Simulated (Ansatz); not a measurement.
Input and command of a plane-wave DFT calculation in Ansatz:

```yaml
crystal:
  lattice:
    - [6.2855222178, 0.0, 0.0]
    - [-3.1427611089, 5.4434219167, 0.0]
    - [0.0, 0.0, 26.6711342502]
  atoms:
    - { symbol: F, position: [0.6136918983, 0.5467160076, 0.7083157187] }
    - { symbol: C, position: [0.6912535988, 0.5866667808, 0.6600946462] }
    - { symbol: F, position: [0.4764679618, 0.4887488522, 0.6300362777] }
    - { symbol: H, position: [0.7847311646, 0.4837466211, 0.6504441202] }
    - { symbol: H, position: [0.7979167992, 0.7842170579, 0.6517156511] }
basis:
  ecutwfc: 420
kpoints:
  mp_grid: { grid: [4, 4, 1] }
hamiltonian:
  xc: pbe
  dispersion: d3bj
scf:
  occupations: { method: gaussian, width: 0.1 }
output:
  forces: true
  eigenvalues: true
  write_density: true
  volumetric_format: npy
efield:
  axis: 3
  dipole_correction: true
  ramp_width: 0.04
```

```bash
ansatz run input.yaml --threads 4 --pin off --max-ram 10240MiB --backend cpu --events-out ev --progress --plain --runs-dir out
```

Processor: AMD EPYC 9R45 96-Core Processor (Zen 5), 4 threads, on a host shared with other jobs.

Q: Estimate time, memory and problem size.

A: About 1.5 s on 4 threads of AMD EPYC 9R45 96-Core Processor (Zen 5), on a shared host, peak memory 1 GiB. It solves 15 bands at 10 k points (the mesh reduced by symmetry) with about 17897 plane waves, in 7 SCF iterations.
